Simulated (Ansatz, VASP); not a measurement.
# Two plane-wave programs on SnH5

```xyz
6
Lattice="3.6180 0.0000 0.0000 -1.8090 3.1333 0.0000 0.0000 0.0000 5.3527" Properties=species:S:1:pos:R:3 pbc="T T T"
Sn    0.0000    2.0888    0.0000
H     1.8090    1.0444    3.6488
H     0.0000    2.0888    3.0645
H     1.8090    1.0444    2.6764
H     0.0000    2.0888    2.2882
H     1.8090    1.0444    1.7039
```

Change from the starting cell: species swapped into the CeMg5 type (P-6m2, No. 187).

Alike in both runs: functional PBE; k mesh 6 × 6 × 2; occupations gaussian, width 0.1 eV; no spin polarisation.

Ansatz relaxed the structure, and its values are those at the end. VASP's run is a single point on that final structure, the one shown.

|  | VASP | Ansatz |
| --- | --- | --- |
| version | VASP 6.6.1 | Ansatz 0.2.0 |
| potentials or method | VASP PAW PBE potentials, release 64 (Sn_d, H) | scalar-relativistic, plane waves, PAW |
| plane-wave cutoff (eV) | 520 | 420 |
| valence electrons in the cell | 19 | 19 |

|  | VASP | Ansatz | Ansatz less VASP |
| --- | --- | --- | --- |
| gap on the k mesh at the Fermi level (eV) | none | none | - |
| pressure (GPa) | -0.1 | 0.1 | +0.20 |
| rms of the force components (eV/Å) | 0.004 | 0.004 | -0.0005 |

A gap of «none» marks a metal or a gap that the smearing closes.

Caveats: the k mesh is coarse (spacing up to 0.59 Å⁻¹), so the values aren't converged.
